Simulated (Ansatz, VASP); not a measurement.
## Two plane-wave programs on Al

INCAR

```
PREC     = Accurate       # precision mode
ENCUT    = 520            # plane-wave cutoff, eV
EDIFF    = 1E-7           # SCF threshold, eV
ISMEAR   = 0              # smearing method
SIGMA    = 0.15           # smearing width, eV
LREAL    = F              # projectors in reciprocal space
LASPH    = T              # aspherical terms in the spheres
NELM     = 80             # most SCF steps
ALGO     = Normal         # electronic algorithm
ISIF     = 2              # what is computed and relaxed
LWAVE    = F              # write WAVECAR
LCHARG   = T              # write CHGCAR
GGA      = PS             # functional
LELF     = T              # ELF
LVHAR    = T            
NBANDS   = 8              # bands
```

File KPOINTS:

```
Automatic mesh
0
Gamma
  20 20 20
```

POSCAR

```
Al
1.0
   -1.5593943162      1.5593943162      1.5912186900
    1.5593943162     -1.5593943162      1.5912186900
    1.5593943162      1.5593943162     -1.5912186900
Al
1
Direct
    0.0000000000      0.0000000000      0.0000000000
```

Input for Ansatz:

```yaml
crystal:
  lattice:
    - [-1.5593943162, 1.5593943162, 1.59121869]
    - [1.5593943162, -1.5593943162, 1.59121869]
    - [1.5593943162, 1.5593943162, -1.59121869]
  atoms:
    - { symbol: Al, position: [0.0, 0.0, 0.0] }
basis:
  ecutwfc: 420
kpoints:
  mp_grid: { grid: [20, 20, 20] }
hamiltonian:
  xc: pbesol
scf:
  occupations: { method: gaussian, width: 0.15 }
output:
  forces: true
  stress: true
  eigenvalues: true
```

Change from the starting cell: strain -0.0200 x Voigt [1, 1, 0, 0, 0, 0], atoms carried along.

Alike in both runs: task single point; functional PBEsol; k mesh 20 × 20 × 20; occupations gaussian, width 0.15 eV; no spin polarisation.

|  | VASP | Ansatz |
| --- | --- | --- |
| version | VASP 6.6.1 | Ansatz 0.2.0 |
| potentials or method | VASP PAW PBE potentials, release 64 (Al) | scalar-relativistic, plane waves, PAW |
| plane-wave cutoff (eV) | 520 | 420 |
| valence electrons in the cell | 3 | 3 |

Ansatz gave:

- gap on the k mesh at the Fermi level (eV): none
- pressure (GPa): 5.8
- largest component of the traceless stress (GPa): 0.78

Problem. What did VASP give for the same quantities?

Solution. gap on the k mesh at the Fermi level (eV): none; pressure (GPa): 5.9; largest component of the traceless stress (GPa): 0.78.

A gap of «none» marks a metal or a gap that the smearing closes. With one functional, cell and mesh, what is left measures potentials, basis and numerics.

Caveats: the PAW data sets were made with another functional, which shifts forces and pressure a little (VASP).
